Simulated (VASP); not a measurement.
# BP: optical spectrum, part 2 of 3

Wanted: where BP absorbs light, and how strongly it screens. The cell is of the zinc-blende type, one of the forms listed for this formula. The start is a cell from a database of measured crystal structures.

VASP 6.6.1, plane waves and PAW; the level of theory is named at each step.

So far. Step 2 (Ground state): The cell has a gap of 1.27 eV on this mesh.

### 4. Static response with local fields

Level of this step: PBE; plane waves and PAW (P, B) (VASP).

Perturbation theory (LEPSILON) gives the dielectric tensor with local fields, and the Born charges.

INCAR

```
SYSTEM = BP
PREC = Accurate
ENCUT = 420
EDIFF = 1E-08
NELM = 100
ISMEAR = 0
SIGMA = 0.01
LREAL = .FALSE.
ALGO = Normal
GGA = PE
NBANDS = 10
LWAVE = .FALSE.
LCHARG = .FALSE.
KPAR = 4
LEPSILON = .TRUE.
```

POSCAR

```
BP
1.0
    0.0000000000      2.2690000000      2.2690000000
    2.2690000000      0.0000000000      2.2690000000
    2.2690000000      2.2690000000      0.0000000000
P B
1 1
Direct
    0.7500000000      0.7500000000      0.7500000000
    0.0000000000      0.0000000000      0.0000000000
```

KPOINTS

```
Automatic mesh
0
Gamma
13 13 13
0 0 0
```

PAW data sets: P and B (PBE family, release 64).

Started as:

```sh
mpirun -np 4 vasp_std
```

What it wrote:

```text
[... set-up lines as in an earlier step ...]
 entering main loop
       N       E                     dE             d eps       ncg     rms          rms(c)
DAV:   1     0.543024988174E+01    0.54302E+01   -0.36506E+03  1696   0.614E+02
DAV:   2    -0.132073920139E+02   -0.18638E+02   -0.17940E+02  2448   0.981E+01
DAV:   3    -0.136358242013E+02   -0.42843E+00   -0.42774E+00  2026   0.138E+01
DAV:   4    -0.136375925812E+02   -0.17684E-02   -0.17682E-02  2134   0.104E+00
DAV:   5    -0.136375994557E+02   -0.68745E-05   -0.68744E-05  2072   0.581E-02    0.721E+00
DAV:   6    -0.130282836252E+02    0.60932E+00   -0.14497E+00  1872   0.557E+00    0.390E+00
DAV:   7    -0.129377083000E+02    0.90575E-01   -0.23973E-01  2174   0.260E+00    0.131E+00
DAV:   8    -0.129297880126E+02    0.79203E-02   -0.28214E-02  1928   0.981E-01    0.206E-01
DAV:   9    -0.129301006436E+02   -0.31263E-03   -0.64633E-04  1918   0.185E-01    0.123E-01
DAV:  10    -0.129302989109E+02   -0.19827E-03   -0.28457E-04  1984   0.110E-01    0.292E-02
DAV:  11    -0.129303083528E+02   -0.94419E-05   -0.10377E-05  2184   0.228E-02    0.316E-02
DAV:  12    -0.129303093145E+02   -0.96177E-06   -0.38177E-06  1918   0.106E-02    0.807E-03
DAV:  13    -0.129303092669E+02    0.47651E-07   -0.77036E-08  2098   0.204E-03    0.458E-03
DAV:  14    -0.129303093386E+02   -0.71685E-07   -0.31694E-08  1868   0.106E-03    0.200E-04
DAV:  15    -0.129303093162E+02    0.22350E-07   -0.22356E-09   958   0.318E-04    0.643E-04
DAV:  16    -0.129303093184E+02   -0.21606E-08   -0.55183E-10   894   0.127E-04
   1 F= -.12930309E+02 E0= -.12930309E+02  d E =-.107852E-53
 Linear response reoptimize wavefunctions to high precision
DAV:   1    -0.129303093178E+02    0.56343E-09   -0.40387E-11  1046   0.404E-05
DAV:   2    -0.129303093178E+02    0.70486E-11   -0.23166E-12   896   0.109E-05
 Linear response G [H, r] |phi>, progress :
  Direction:   1
       N       E                     dE             d eps       ncg     rms
RMM:   1    -0.442036643762E+02   -0.44204E+02   -0.88138E+01  4224   0.446E+01
RMM:   2    -0.330167679942E+02    0.11187E+02   -0.26676E+00  2730   0.112E+01
RMM:   3    -0.330119726758E+02    0.47953E-02   -0.34917E-02  2886   0.119E+00
RMM:   4    -0.330118877257E+02    0.84950E-04   -0.38009E-04  2977   0.150E-01
RMM:   5    -0.330118921263E+02   -0.44006E-05   -0.15726E-06  2974   0.197E-02
RMM:   6    -0.330118930020E+02   -0.87566E-06    0.74224E-07  3075   0.301E-03
RMM:   7    -0.330118930660E+02   -0.64038E-07    0.10234E-06  2944   0.518E-04
RMM:   8    -0.330118932235E+02   -0.15746E-06    0.32263E-06  2519   0.140E-04
RMM:   9    -0.330118933741E+02   -0.15061E-06    0.42137E-07  2055   0.938E-05
RMM:  10    -0.330118933748E+02   -0.74731E-09    0.22624E-06  1820   0.923E-05
RMM:  11    -0.330118933715E+02    0.32877E-08    0.66332E-06  1553   0.920E-05
RMM:  12    -0.330118933724E+02   -0.89274E-09    0.91667E-06  1256   0.910E-05
 Linear response G [H, r] |phi>, progress :
  Direction:   2
       N       E                     dE             d eps       ncg     rms
RMM:   1    -0.407429259301E+02   -0.40743E+02   -0.83733E+01  4221   0.425E+01
RMM:   2    -0.339633698122E+02    0.67796E+01   -0.17679E+00  2716   0.958E+00
RMM:   3    -0.339740201378E+02   -0.10650E-01   -0.20058E-02  2883   0.986E-01
RMM:   4    -0.339742636015E+02   -0.24346E-03   -0.26813E-04  2992   0.128E-01
RMM:   5    -0.339742679208E+02   -0.43193E-05    0.33383E-06  2989   0.169E-02
RMM:   6    -0.339742689845E+02   -0.10638E-05    0.73246E-07  3095   0.261E-03
RMM:   7    -0.339742690958E+02   -0.11126E-06   -0.75120E-07  2938   0.450E-04
RMM:   8    -0.339742689438E+02    0.15198E-06   -0.18357E-06  2506   0.130E-04
RMM:   9    -0.339742689938E+02   -0.49968E-07   -0.58563E-07  2115   0.915E-05
RMM:  10    -0.339742689926E+02    0.11643E-08   -0.36814E-06  1955   0.908E-05
RMM:  11    -0.339742689890E+02    0.35986E-08   -0.95385E-06  1583   0.906E-05
RMM:  12    -0.339742689909E+02   -0.19233E-08    0.45375E-06  1275   0.893E-05
 Linear response G [H, r] |phi>, progress :
  Direction:   3
       N       E                     dE             d eps       ncg     rms
RMM:   1    -0.248561597048E+02   -0.24856E+02    0.66861E+01  4075   0.416E+01
RMM:   2    -0.203097716942E+02    0.45464E+01   -0.23944E+00  2692   0.101E+01
RMM:   3    -0.202836140556E+02    0.26158E-01   -0.44238E-02  2849   0.114E+00
RMM:   4    -0.202828550667E+02    0.75899E-03   -0.47082E-04  2937   0.146E-01
RMM:   5    -0.202828532043E+02    0.18625E-05   -0.13919E-05  2951   0.205E-02
RMM:   6    -0.202828531646E+02    0.39685E-07   -0.10431E-07  2997   0.321E-03
RMM:   7    -0.202828531587E+02    0.58403E-08    0.42480E-07  2850   0.573E-04
RMM:   8    -0.202828531498E+02    0.89662E-08    0.19384E-06  2476   0.154E-04
RMM:   9    -0.202828531600E+02   -0.10227E-07    0.16572E-06  2047   0.966E-05
RMM:  10    -0.202828531833E+02   -0.23277E-07    0.10015E-05  1741   0.929E-05
RMM:  11    -0.202828531846E+02   -0.13576E-08   -0.14080E-05  1414   0.919E-05
RMM:  12    -0.202828531843E+02    0.32068E-09   -0.10858E-05  1106   0.920E-05
 Linear response to external field (no local field effect), progress :
  Direction:   1
       N       E                     dE             d eps       ncg     rms          rms(c)
RMM:   1    -0.664581669174E+00   -0.66458E+00   -0.30259E+00  3818   0.328E+00
RMM:   2    -0.690224488298E+00   -0.25643E-01   -0.66068E-03  2711   0.489E-01
RMM:   3    -0.690273295675E+00   -0.48807E-04   -0.49574E-05  2850   0.401E-02
RMM:   4    -0.690273714337E+00   -0.41866E-06   -0.51541E-07  2875   0.447E-03
RMM:   5    -0.690273720613E+00   -0.62757E-08   -0.74863E-09  2867   0.476E-04
 change of polarisation eV/A/(eV/A) component  1 :     1.381     0.734     0.155
 dielectric tensor                  component  1 :    11.693     5.688     1.203
 Linear response to external field (no local field effect), progress :
  Direction:   2
       N       E                     dE             d eps       ncg     rms          rms(c)
RMM:   1    -0.659508963021E+00   -0.65951E+00   -0.29517E+00  3822   0.329E+00
RMM:   2    -0.684099709957E+00   -0.24591E-01   -0.65476E-03  2733   0.482E-01
RMM:   3    -0.684148500947E+00   -0.48791E-04   -0.48710E-05  2848   0.394E-02
RMM:   4    -0.684148911666E+00   -0.41072E-06   -0.49866E-07  2885   0.432E-03
RMM:   5    -0.684148918400E+00   -0.67340E-08   -0.59104E-09  2844   0.452E-04
 change of polarisation eV/A/(eV/A) component  2 :     0.735     1.368    -0.191
 dielectric tensor                  component  2 :     5.689    11.598    -1.481
 Linear response to external field (no local field effect), progress :
  Direction:   3
       N       E                     dE             d eps       ncg     rms          rms(c)
RMM:   1    -0.270993072224E+00   -0.27099E+00   -0.11584E+00  3756   0.231E+00
RMM:   2    -0.280359887756E+00   -0.93668E-02   -0.27192E-03  2726   0.351E-01
RMM:   3    -0.280385152218E+00   -0.25264E-04   -0.22927E-05  2799   0.316E-02
RMM:   4    -0.280385364868E+00   -0.21265E-06   -0.26912E-07  2828   0.364E-03
RMM:   5    -0.280385369165E+00   -0.42976E-08   -0.10765E-09  2812   0.424E-04
 change of polarisation eV/A/(eV/A) component  3 :     0.155    -0.191     0.561
 dielectric tensor                  component  3 :     1.200    -1.481     5.343
 Linear response to external field, progress :
  Direction:   1
       N       E                     dE             d eps       ncg     rms          rms(c)
RMM:   1    -0.531708125594E+00   -0.53171E+00   -0.23788E+00 15613   0.296E+00
RMM:   2    -0.551562005100E+00   -0.19854E-01   -0.52745E-03 11129   0.440E-01    0.123E+00
RMM:   3    -0.539371884617E+00    0.12190E-01   -0.65139E-03 11424   0.470E-01    0.696E-01
RMM:   4    -0.558343383486E+00   -0.18971E-01   -0.68323E-03 11337   0.498E-01    0.120E-01
RMM:   5    -0.564737332144E+00   -0.63939E-02   -0.20153E-04 11458   0.986E-02    0.243E-02
RMM:   6    -0.564887750244E+00   -0.15042E-03   -0.32083E-06 11893   0.132E-02    0.112E-02
RMM:   7    -0.565136897684E+00   -0.24915E-03   -0.16118E-06 11490   0.962E-03    0.632E-04
RMM:   8    -0.565147275754E+00   -0.10378E-04   -0.25203E-08 12407   0.940E-04    0.238E-04
RMM:   9    -0.565150303434E+00   -0.30277E-05   -0.48207E-09 11915   0.470E-04    0.106E-04
RMM:  10    -0.565150528890E+00   -0.22546E-06   -0.34550E-09 10174   0.617E-05    0.416E-05
RMM:  11    -0.565150646014E+00   -0.11712E-06   -0.73417E-09  8200   0.581E-05    0.200E-06
 change of polarisation eV/A/(eV/A) component  1 :     1.055     0.262     0.165
 dielectric tensor                  component  1 :     9.172     2.032     1.276
 Linear response to external field, progress :
  Direction:   2
       N       E                     dE             d eps       ncg     rms          rms(c)
RMM:   1    -0.531720743020E+00   -0.53172E+00   -0.23789E+00 15614   0.296E+00
RMM:   2    -0.551561087785E+00   -0.19840E-01   -0.52915E-03 11124   0.440E-01    0.123E+00
RMM:   3    -0.539371545489E+00    0.12190E-01   -0.65184E-03 11423   0.470E-01    0.696E-01
RMM:   4    -0.558342931737E+00   -0.18971E-01   -0.68340E-03 11338   0.498E-01    0.120E-01
RMM:   5    -0.564737318225E+00   -0.63944E-02   -0.20133E-04 11461   0.986E-02    0.243E-02
RMM:   6    -0.564888030212E+00   -0.15071E-03   -0.31872E-06 11892   0.132E-02    0.112E-02
RMM:   7    -0.565137059452E+00   -0.24903E-03   -0.16066E-06 11491   0.961E-03    0.632E-04
RMM:   8    -0.565147442139E+00   -0.10383E-04   -0.25369E-08 12398   0.941E-04    0.238E-04
RMM:   9    -0.565150467592E+00   -0.30255E-05   -0.53714E-09 11946   0.469E-04    0.106E-04
RMM:  10    -0.565150693516E+00   -0.22592E-06   -0.42343E-11 10135   0.615E-05    0.414E-05
RMM:  11    -0.565150810007E+00   -0.11649E-06   -0.70791E-09  8194   0.579E-05    0.203E-06
 change of polarisation eV/A/(eV/A) component  2 :     0.199     1.055     0.174
 dielectric tensor                  component  2 :     1.538     9.172     1.348
 Linear response to external field, progress :
  Direction:   3
       N       E                     dE             d eps       ncg     rms          rms(c)
RMM:   1    -0.531691131859E+00   -0.53169E+00   -0.23786E+00 15613   0.296E+00
RMM:   2    -0.551561017711E+00   -0.19870E-01   -0.52982E-03 11130   0.440E-01    0.123E+00
RMM:   3    -0.539371595572E+00    0.12189E-01   -0.65179E-03 11424   0.470E-01    0.696E-01
RMM:   4    -0.558342943019E+00   -0.18971E-01   -0.68331E-03 11338   0.498E-01    0.120E-01
RMM:   5    -0.564737244662E+00   -0.63943E-02   -0.20135E-04 11459   0.986E-02    0.243E-02
RMM:   6    -0.564888044556E+00   -0.15080E-03   -0.31860E-06 11895   0.132E-02    0.112E-02
RMM:   7    -0.565137053890E+00   -0.24901E-03   -0.16042E-06 11493   0.961E-03    0.632E-04
RMM:   8    -0.565147439155E+00   -0.10385E-04   -0.22905E-08 12392   0.941E-04    0.238E-04
RMM:   9    -0.565150461694E+00   -0.30225E-05   -0.50130E-09 11936   0.469E-04    0.106E-04
RMM:  10    -0.565150688141E+00   -0.22645E-06   -0.57494E-09 10162   0.617E-05    0.414E-05
RMM:  11    -0.565150804767E+00   -0.11663E-06   -0.63514E-09  8163   0.581E-05    0.204E-06
 change of polarisation eV/A/(eV/A) component  3 :     0.166     0.261     1.055
 dielectric tensor                  component  3 :     1.285     2.023     9.172
 Born effective charges drift removed
```

Elapsed: 96 s, on 4 MPI ranks of AMD EPYC 7R43, shared host; peak memory 0.89 GiB; 6.3 min of CPU time.

OUTCAR, selected parts (step 4):

```text
The static configuration has the point symmetry T_d .

 Found     84 irreducible k-points:

   k-points           NKPTS =     84   k-points in BZ     NKDIM =     84   number of bands    NBANDS=     10

   NELECT =       8.0000    total number of electrons

  Total        0.1368057      0.1368057      0.1368057     -0.0000000     -0.0000000      0.0000000
  in kB        9.3816963      9.3816963      9.3816963     -0.0000000     -0.0000000      0.0000000
  external PRESSURE =       9.3816963 kB  Pullay stress =       0.0000000 kB

 MACROSCOPIC STATIC DIELECTRIC TENSOR (including local field effects in DFT)
 ------------------------------------------------------
           9.171682     0.000000     0.000000
           0.000000     9.171682     0.000000
          -0.000000    -0.000000     9.171682
 ------------------------------------------------------

 PIEZOELECTRIC TENSOR (including local field effects)  for field in x, y, z        (C/m^2)
          XX          YY          ZZ          XY          YZ          ZX
  --------------------------------------------------------------------------------
  x     0.00000     0.00000     0.00000     0.00000    -0.11363     0.00000
  y     0.00000     0.00000    -0.00000     0.00000     0.00000    -0.11363
  z    -0.00000    -0.00000     0.00000    -0.11363     0.00000     0.00000

 BORN EFFECTIVE CHARGES (including local field effects) (in |e|, cummulative output)
 ---------------------------------------------------------------------------------
 ion    1
    1     0.49973     0.00000    -0.00000
    2    -0.00000     0.49973     0.00000
    3     0.00000    -0.00000     0.49973
 ion    2
    1    -0.49973    -0.00000     0.00000
    2     0.00000    -0.49973    -0.00000
    3    -0.00000     0.00000    -0.49973

[... 8 parts as in an earlier step ...]

[... 1 further part left out ...]
```

Energies printed during the response cycles are not total energies of the cell.

This step gave:

```
Fermi energy : 7.539 eV
pressure     : 0.9382 GPa
```

Electronic dielectric tensor with local fields:

```
9.17 0.00 0.00
0.00 9.17 0.00
0.00 0.00 9.17
```

Born effective charge (e), principal values of the symmetric part by kind of site:

```csv
atom,atoms with these values,low,middle,high,mean
P1,1,0.4997,0.4997,0.4997,0.4997
B2,1,-0.4997,-0.4997,-0.4997,-0.4997
```

In full for P1:

```
0.4997 0.0000 0.0000
0.0000 0.4997 0.0000
0.0000 0.0000 0.4997
```

Piezoelectric tensor with clamped ions (C/m²), by row:

```csv
field,xx,yy,zz,xy,yz,zx
x,0,0,0,0,-0.1136,0
y,0,0,0,0,0,-0.1136
z,0,0,0,-0.1136,0,0
```

The mean electronic (clamped-ion) dielectric constant is 9.17.

### 5. Spectrum at LDA

This step: LDA; plane waves and PAW (P, B) (VASP 6.6.1).

The spectrum is made again with LDA.

INCAR

```
SYSTEM = BP
PREC = Accurate
ENCUT = 420
EDIFF = 1E-07
NELM = 100
ISMEAR = 0
SIGMA = 0.05
LREAL = .FALSE.
ALGO = Normal
GGA = CA
NBANDS = 16
LWAVE = .FALSE.
LCHARG = .FALSE.
KPAR = 4
LOPTICS = .TRUE.
NEDOS = 2000
CSHIFT = 0.15
```

POSCAR is that of step 4.

KPOINTS is that of step 4.

Started as:

```sh
mpirun -np 4 vasp_std
```

What it wrote:

```text
[banner, memory and clock lines left out]
running    4 mpi-ranks, on    1 nodes
 distrk:  each k-point on    1 cores,    4 groups
 distr:  one band on    1 cores,    1 groups

 POSCAR found type information on POSCAR P B
 POSCAR found :  2 types and       2 ions
|                                                                             |
|               ----> ADVICE to this user running VASP <----                  |
|                                                                             |
|     You enforced a specific xc type in the INCAR file but a different       |
|     [... a line on the potential file left out ...]
|     I HOPE YOU KNOW WHAT YOU ARE DOING!                                     |
|                                                                             |

 LDA part: xc-table for (Slater(with rela. corr.)+CA(PZ))
 , standard interpolation
 POSCAR, INCAR and KPOINTS ok, starting setup
 FFT: planning ... GRIDC
 FFT: planning ... GRID_SOFT
 FFT: planning ... GRID
 WAVECAR not read
 entering main loop
       N       E                     dE             d eps       ncg     rms          rms(c)
DAV:   1     0.508772742068E+01    0.50877E+01   -0.32013E+03  2696   0.378E+02
DAV:   2    -0.146216325300E+02   -0.19709E+02   -0.19004E+02  3704   0.848E+01
DAV:   3    -0.150335330992E+02   -0.41190E+00   -0.41153E+00  3224   0.994E+00
DAV:   4    -0.150343830366E+02   -0.84994E-03   -0.84992E-03  3504   0.557E-01
DAV:   5    -0.150343854524E+02   -0.24158E-05   -0.24157E-05  3256   0.285E-02    0.615E+00
DAV:   6    -0.143793516470E+02    0.65503E+00   -0.12867E+00  3472   0.354E+00    0.309E+00
DAV:   7    -0.142697104360E+02    0.10964E+00   -0.19529E-01  3496   0.165E+00    0.118E+00
DAV:   8    -0.142579147968E+02    0.11796E-01   -0.22237E-02  3584   0.627E-01    0.216E-01
DAV:   9    -0.142579649101E+02   -0.50113E-04   -0.82547E-04  2928   0.141E-01    0.801E-02
DAV:  10    -0.142579549100E+02    0.10000E-04   -0.65496E-05  3592   0.351E-02    0.123E-02
DAV:  11    -0.142579545044E+02    0.40564E-06   -0.11549E-06  3024   0.586E-03    0.433E-03
DAV:  12    -0.142579546671E+02   -0.16272E-06   -0.12862E-07  3376   0.167E-03    0.474E-04
DAV:  13    -0.142579546664E+02    0.69144E-09   -0.47384E-09  1600   0.334E-04
   1 F= -.14257955E+02 E0= -.14257955E+02  d E =-.146509E-10
 optical routines
 imaginary and real dielectric function
 recalculating local potential from charge density
 direction            1
 direction            2
 direction            3
```

It took 9.4 s on 4 MPI ranks; peak memory 0.46 GiB.

(Part 2 of 3 ends here.)

[Lines on the potential files, build, host, timing and source positions are cut from VASP's logs without a mark.]

[Logs are printed without paths, hosts, clocks, repeated set-up lines and the standing remarks that a program may print on its own settings, such as how far it seeks lower states.]

[Hosts, paths, dates, database ids (printed as entryN), source tags and the programs' standing remarks are cut or masked in the printed files.]
